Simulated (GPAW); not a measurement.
Set up this calculation in GPAW 26.7.0, as an ASE script.

```
Task                : equation of state
Functional          : revPBE
Dispersion          : D4
Potentials or basis : the program's PAW data sets (release 1.2.1) made for this functional
Cutoff              : 600 eV
Basis               : pw
k mesh              : 6 × 6 × 6
Occupations         : fermi-dirac, width 0.05 eV
Spin                : no spin polarisation
Maxiter             : 150
Eos scales          : [0.94, 0.96, 0.98, 1.0, 1.02, 1.04, 1.06]
```

The structure of GaSb lies in GaSb.cif:

```cif
data_GaSb
_cell_length_a 4.32607929
_cell_length_b 4.32607929
_cell_length_c 4.32607929
_cell_angle_alpha 60.00000000
_cell_angle_beta 60.00000000
_cell_angle_gamma 60.00000000
_space_group_name_H-M_alt 'P1'
_space_group_name_Hall 'P 1'
_space_group_IT_number 1
loop_
_space_group_symop_operation_xyz
'x,y,z'
loop_
_atom_site_label
_atom_site_type_symbol
_atom_site_symmetry_multiplicity
_atom_site_Wyckoff_symbol
_atom_site_fract_x
_atom_site_fract_y
_atom_site_fract_z
_atom_site_occupancy
Sb1 Sb 1 a 0.7500000000 0.7500000000 0.7500000000 1
Ga1 Ga 1 a 0.0000000000 0.0000000000 0.0000000000 1
```

The input as run:

run.py

```python
from ase.calculators.mixing import SumCalculator
from ase.eos import EquationOfState
from ase.io import Trajectory, read
from ase.units import GPa
from dftd4.ase import DFTD4
from gpaw import GPAW, PW

atoms = read('GaSb.cif')

traj = Trajectory('eos.traj', 'w')
volumes, energies = [], []
for x in [0.94, 0.96, 0.98, 1.0, 1.02, 1.04, 1.06]:
    a = atoms.copy()
    a.set_cell(atoms.cell * x**(1 / 3), scale_atoms=True)
    calc = GPAW(mode=PW(600),
                xc='revPBE',
                kpts={'size': (6, 6, 6), 'gamma': True},
                occupations={'name': 'fermi-dirac', 'width': 0.05},
                nbands=18,
                convergence={'density': 1e-05, 'energy': 1e-05},
                maxiter=150,
                txt=f'eos-{x:.2f}.txt')
    a.calc = SumCalculator([calc, DFTD4(method='revpbe')])
    energies.append(a.get_potential_energy())
    volumes.append(a.get_volume())
    p = -a.get_stress()[:3].mean() / GPa
    calc.write(f'eos-{x:.2f}.gpw')
    traj.write(a)
    print(f'{x:.2f} {volumes[-1]:10.4f} A^3 {energies[-1]:14.6f} eV {p:9.3f} GPa', flush=True)

v0, e0, B = EquationOfState(volumes, energies, eos='birchmurnaghan').fit()
print(f'V0 = {v0:.4f} A^3, E0 = {e0:.6f} eV, B0 = {B / GPa:.2f} GPa')
```

Potentials or basis: the program's PAW data sets (release 1.2.1) made for this functional, pw.

The run is started by

```bash
$ OMP_NUM_THREADS=1 python run.py
```

It gave:

```yaml
Equilibrium_volume: 28.32 Å³/atom
Bulk_modulus: 53 GPa
Pressure_derivative_of_the_bulk_modulus: "5.5 (rough: it moves with the points fitted)"
```

It took 54 s on 1 thread of Arm Neoverse V2 (shared host), peak memory 0.26 GiB.
